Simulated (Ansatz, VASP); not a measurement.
One calculation of KF (Carobbiite), two programs

Contents of INCAR:

```
ALGO = Normal ; EDIFF = 1E-6
ENCUT = 520 ; GGA = PE
ISIF = 2 ; ISMEAR = -1
LASPH = True ; LCHARG = True
LELF = True ; LREAL = False
LVHAR = True ; LWAVE = False
NBANDS = 15 ; NELM = 80
PREC = Accurate ; SIGMA = 0.02
```

KPOINTS

```
k-points
0
Gamma
  8 8 8
```

File POSCAR:

```
KF
1.0
    0.0000000000      2.6589566750      2.6589566750
    2.6589566750      0.0000000000      2.6589566750
    2.6589566750      2.6589566750      0.0000000000
K F
1 1
Direct
    0.0000000000      0.0000000000      0.0000000000
    0.5000000000      0.5000000000      0.5000000000
```

Input for Ansatz:

```yaml
crystal:
  lattice:
    - [0.0, 2.658956675, 2.658956675]
    - [2.658956675, 0.0, 2.658956675]
    - [2.658956675, 2.658956675, 0.0]
  atoms:
    - { symbol: K, position: [0.0, 0.0, 0.0] }
    - { symbol: F, position: [0.5, 0.5, 0.5] }
kpoints:
  mp_grid: { grid: [8, 8, 8] }
  band_path:
    path:
      - [[0.0, 0.0, 0.0], [0.5, -1.449205673827e-34, 0.5], [0.625, 0.25, 0.625]]
      - [[0.375, 0.375, 0.75], [0.0, 0.0, 0.0], [0.5, 0.5, 0.5], [0.5, 0.25, 0.75], [0.5, -1.449205673827e-34, 0.5]]
    npoints: 10
hamiltonian:
  xc: pbe
scf:
  occupations: { method: fermi_dirac, width: 0.02 }
  n_extra_bands: 4
output:
  forces: true
  stress: true
  eigenvalues: true
```

Alike in both runs: task single point; functional PBE; k mesh 8 × 8 × 8; occupations fermi-dirac, width 0.02 eV; no spin polarisation.

|  | VASP | Ansatz |
| --- | --- | --- |
| version | VASP 6.6.1 | Ansatz 0.2.0 |
| potentials or method | VASP PAW PBE potentials, release 64 (K_sv, F) | plane waves, PAW |
| plane-wave cutoff (eV) | 520 | 420 |
| valence electrons in the cell | 16 | 16 |

|  | VASP | Ansatz | Ansatz less VASP |
| --- | --- | --- | --- |
| gap on the k mesh at the Fermi level (eV) | 6.24 | 6.26 | +0.017 |
| pressure (GPa) | 2.0 | 1.9 | -0.05 |

The functional is the same, so the differences come from potentials, cutoffs and numerics.

A k mesh can miss the band edges. PBE gaps usually lie below the measured ones, often by a third to a half.
